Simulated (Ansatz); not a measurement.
# TiN (Fm-3m): equation of state with a fit, by script

Where is the equilibrium volume of TiN (Fm-3m), and how stiff is it? Wanted for TiN (Fm-3m): an equation of state with a fit.

Computed with the Python package of Ansatz 0.2.0. Level of theory: DFT LDA, plane waves, PAW.

### 1 The structure

The structure is cubic, space group Fm-3m (No. 225). The conventional cell has a = 4.238 Å, b = 4.238 Å, c = 4.238 Å, α = 90.00°, β = 90.00°, γ = 90.00°. Ti (site symmetry m-3m) has 6 N at 2.12 Å as nearest neighbours. Around N (site symmetry m-3m) lie 6 Ti at 2.12 Å.

The script holds or builds the structure itself.

### 2 The code

tin.py

```python
"""Bulk modulus of TiN from an E(V) curve."""

import warnings

import ansatz as az
import numpy as np

vectors0 = np.array([
    [0.0, 2.119, 2.119],
    [2.119, 0.0, 2.119],
    [2.119, 2.119, 0.0],
])
sites = [
    ("Ti", [0.0, 0.0, 0.0]),
    ("N", [0.5, 0.5, 0.5]),
]


def make_crystal(cell):
    crystal = az.Crystal(lattice=az.Lattice.of(cell))
    for symbol, position in sites:
        crystal = crystal.atom(symbol, position)
    return crystal

warnings.simplefilter("ignore", az.DeckWarning)

# scale the volume, keep shape and fractions
volumes, energies, pressures = [], [], []
for scale in np.linspace(0.9, 1.1, 9):
    cell = vectors0 * scale ** (1 / 3)
    job = (
        make_crystal(cell).calculation()
        .functional("LDA")
        .occupations("fermi_dirac", width=100 * az.meV)
        .basis(500)
        .kpoints(11, 11, 11)
        .stress()
    )
    summary = job.run(threads=1, pin="off").report
    volumes.append(abs(np.linalg.det(cell)) / len(sites))
    energies.append(summary["free_energy_ev"] / len(sites))
    pressures.append(np.trace(summary["stress_gpa"]) / 3)
    print(f"V = {volumes[-1]:8.4f} A^3/atom  F = {energies[-1]:.5f} eV/atom  P = {pressures[-1]:8.3f} GPa")

# third-order Birch-Murnaghan: a cubic in V^(-2/3)
x = np.array(volumes) ** (-2 / 3)
poly = np.polynomial.Polynomial.fit(x, energies, 3).convert()
roots = poly.deriv().roots()
x0 = min((r.real for r in roots if abs(r.imag) < 1e-9 and poly.deriv(2)(r.real) > 0), key=lambda r: abs(r - x.mean()))
v0 = x0 ** -1.5
b0 = 4 / 9 * poly.deriv(2)(x0) * v0 ** (-7 / 3) * 160.21766
b1 = 4 + 2 / 3 * x0 * poly.deriv(3)(x0) / poly.deriv(2)(x0)
print(f"V0 = {v0:.4f} A^3/atom, B0 = {b0:.1f} GPa, dB/dP = {b1:.2f}")
```

### 3 The calls as engine input

The package turns the script's settings into the engine's input (first run):

```yaml
crystal:
  lattice:
    - [0.0, 2.0458720059793296, 2.0458720059793296]
    - [2.0458720059793296, 0.0, 2.0458720059793296]
    - [2.0458720059793296, 2.0458720059793296, 0.0]
  atoms:
    - { symbol: Ti, position: [0.0, 0.0, 0.0] }
    - { symbol: "N", position: [0.5, 0.5, 0.5] }
basis:
  ecutwfc: 500.0
kpoints:
  mp_grid:
    grid: [11, 11, 11]
hamiltonian:
  xc: lda
scf:
  occupations:
    method: fermi_dirac
    width: 0.1
output:
  stress: true
```

### 4 Running it

Started as:

```bash
$ python tin.py
```

Output:

```text
V =   8.5632 A^3/atom  F = -1414.07263 eV/atom  P =   21.209 GPa
V =   8.8011 A^3/atom  F = -1414.09613 eV/atom  P =   10.687 GPa
V =   9.0389 A^3/atom  F = -1414.10504 eV/atom  P =    1.515 GPa
V =   9.2768 A^3/atom  F = -1414.10121 eV/atom  P =   -6.483 GPa
V =   9.5147 A^3/atom  F = -1414.08629 eV/atom  P =  -13.457 GPa
V =   9.7525 A^3/atom  F = -1414.06170 eV/atom  P =  -19.535 GPa
V =   9.9904 A^3/atom  F = -1414.02867 eV/atom  P =  -24.829 GPa
V =  10.2282 A^3/atom  F = -1413.98831 eV/atom  P =  -29.436 GPa
V =  10.4661 A^3/atom  F = -1413.94157 eV/atom  P =  -33.437 GPa
V0 = 9.0813 A^3/atom, B0 = 318.8 GPa, dB/dP = 4.27
```

Run time: 13 s. Hardware: 1 thread of Intel Xeon Platinum 8375C at 2.90GHz (Ice Lake), shared host; peak memory 0.4 GiB.

### 5 What changed from run to run

The engine's inputs for some of the other runs:

Run 3, against run 1:

```diff
@@ -3,3 +3,3 @@
-    - [0.0, 2.0458720059793296, 2.0458720059793296]
-    - [2.0458720059793296, 0.0, 2.0458720059793296]
-    - [2.0458720059793296, 2.0458720059793296, 0.0]
+    - [0.0, 2.0830778061096127, 2.0830778061096127]
+    - [2.0830778061096127, 0.0, 2.0830778061096127]
+    - [2.0830778061096127, 2.0830778061096127, 0.0]
```

Run 5, against run 1:

```diff
@@ -3,3 +3,3 @@
-    - [0.0, 2.0458720059793296, 2.0458720059793296]
-    - [2.0458720059793296, 0.0, 2.0458720059793296]
-    - [2.0458720059793296, 2.0458720059793296, 0.0]
+    - [0.0, 2.119, 2.119]
+    - [2.119, 0.0, 2.119]
+    - [2.119, 2.119, 0.0]
```

Run 8, against run 1:

```diff
@@ -3,3 +3,3 @@
-    - [0.0, 2.0458720059793296, 2.0458720059793296]
-    - [2.0458720059793296, 0.0, 2.0458720059793296]
-    - [2.0458720059793296, 2.0458720059793296, 0.0]
+    - [0.0, 2.1707031915821036, 2.1707031915821036]
+    - [2.1707031915821036, 0.0, 2.1707031915821036]
+    - [2.1707031915821036, 2.1707031915821036, 0.0]
```

Lines on the test bed's own set-up are left out of the output.

### 6 The runs side by side

The 9 runs, in the order started:

```
run  volume (Å³/atom)  energy from run 3 (meV/atom)  pressure (GPa)  SCF cycles  CPU time (s)
  1             8.563                         32.40           21.21           6           1.3
  2             8.801                          8.90           10.69           6          0.98
  3             9.039                          0.00            1.51           6             1
  4             9.277                          3.82           -6.48           6           1.1
  5             9.515                         18.74          -13.46           6           1.2
  6             9.753                         43.34          -19.53           6           1.4
  7             9.990                         76.36          -24.83           6           1.7
  8            10.228                        116.72          -29.44           6           1.6
  9            10.466                        163.47          -33.44           6           1.3
```

Energies are free energies F = E - TS of the smeared occupations. 

### 7 Results

```
                      quantity            value
                 runs compared                9
               range of energy  163.47 meV/atom
lowest point, volume (Å³/atom)            9.039
      equilibrium volume (fit)     9.08 Å³/atom
            bulk modulus (fit)          319 GPa
```

In words: A third-order Birch-Murnaghan fit through the 9 points has its minimum at 9.08 Å³ an atom, 4.6 % below the typed cell, with a bulk modulus of 319 GPa and dB/dP = 4.3. From that minimum the energy rises by 32.6 meV an atom on the compressed side and 163.7 meV on the expanded side. Notes:
- The run is spin-unpolarised.
- For a metal this k-point mesh is coarse: on a finer one energies can move by several to tens of meV an atom and pressures by half a GPa or more, differences at one mesh by less.
- Pressure is positive in compression.
- At these settings the cell as given stands under about -13 GPa, so it isn't at this functional's equilibrium volume.
